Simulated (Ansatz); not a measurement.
Cl:

```
Cl
1.0
     3.14500   -2.25000    0.00000
     3.14500    2.25000    0.00000
     0.00000    0.00000    8.21000
Cl
4
Direct
  0.37000 0.63000 0.40000
  0.13000 0.87000 0.90000
  0.63000 0.37000 0.60000
  0.87000 0.13000 0.10000
```

Base run:

| Item | Value |
| --- | --- |
| Program | Ansatz 0.2.0 |
| Functional | PBEsol |
| Potentials or basis | all-electron LAPW, scalar-relativistic |
| Cutoff | 282 eV |
| Density cutoff | 1130 eV |
| Basis error allowed | 0.002 eV/atom |
| k mesh | 7 × 7 × 4 |
| Occupations | fermi-dirac, width 0.05 eV |
| Spin | no spin polarisation |

Its results: band gap on the k mesh 2.44 eV, indirect (least direct gap 2.49 eV); pressure -0.9 GPa; largest force 0.175 eV/Å.

Question: After a change of settings the same cell gave: band gap on the k mesh 2.34 eV, indirect (least direct gap 2.40 eV); pressure -2.4 GPa; largest force 0.193 eV/Å. Which change was it?
A. k mesh from 7 × 7 × 4 to 4 × 4 × 2; occupations from fermi-dirac, width 0.05 eV to fermi-dirac, width 0.03 eV
B. functional from PBEsol to PBE; basis error allowed from 0.002 eV/atom to 0.001 eV/atom
C. functional from PBEsol to PBE
D. functional from PBEsol to LDA

Answer: D.

LDA binds more tightly than PBEsol, so the same cell stands under less pressure.

Not every run made on this cell is shown here.
